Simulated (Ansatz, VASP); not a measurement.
**Ir: VASP beside Ansatz**

The input INCAR:

```
SYSTEM = Ir
ALGO = Fast ; EDIFF = 1E-6
EDIFFG = -0.05 ; ENCUT = 600
GGA = PS ; IBRION = 2
ISIF = 3 ; ISMEAR = 0
LASPH = .True. ; LCHARG = .False.
LREAL = .False. ; LWAVE = .False.
NELM = 100 ; NSW = 80
PREC = Accurate ; SIGMA = 0.1
```

Contents of KPOINTS:

```
k-points
0
Gamma
  8 8 8
  0 0 0
```

The input POSCAR:

```
Ir
1.0
    0.0000000000      2.0075525986      2.0075525986
    2.0075525986      0.0000000000      2.0075525986
    2.0075525986      2.0075525986      0.0000000000
Ir
1
Direct
    0.0000000000      0.0000000000      0.0000000000
```

Input for Ansatz:

```yaml
crystal:
  lattice:
    - [0.0, 2.007552599, 2.007552599]
    - [2.007552599, 0.0, 2.007552599]
    - [2.007552599, 2.007552599, 0.0]
  atoms:
    - { symbol: Ir, position: [0.0, 0.0, 0.0] }
basis:
  ecutwfc: 420
kpoints:
  mp_grid: { grid: [8, 8, 8] }
hamiltonian:
  xc: pbesol
scf:
  occupations: { method: gaussian, width: 0.1 }
output:
  forces: true
  stress: true
  eigenvalues: true
relax:
  adjacent_minimum: "off"
  f_tol: 0.05
  max_steps: 60
  cell: { stress_tol: 0.5 }
```

Alike in both runs: task relaxation of cell and atoms; functional PBEsol; k mesh 8 × 8 × 8; occupations gaussian, width 0.1 eV; no spin polarisation.

|  | VASP | Ansatz |
| --- | --- | --- |
| version | VASP 6.6.1 | Ansatz 0.2.0 |
| potentials or method | VASP PAW PBE potentials, release 64 (Ir) | scalar-relativistic, plane waves, PAW |
| plane-wave cutoff (eV) | 600 | 420 |
| valence electrons in the cell | 9 | 17 |

|  | VASP | Ansatz | Ansatz less VASP |
| --- | --- | --- | --- |
| gap on the k mesh at the Fermi level, each at its own relaxed structure (eV) | none | none | - |
| relaxed volume (Å³/atom) | 14.13 | 14.10 | -0.034 |
| relaxed cell length with the largest relative difference (Å) | 2.714 | 2.712 | -0.0022 |
| energy change over the relaxation (meV/atom) | -269 | -277 | -8.0 |

A gap of «none» marks a metal or a gap that the smearing closes. The two sets of potentials don't hold the same shells in valence.

Caveats: the PAW data sets were made with another functional, which shifts forces and pressure a little (VASP). The runs have no spin-orbit coupling, so splittings on Ir are missing.
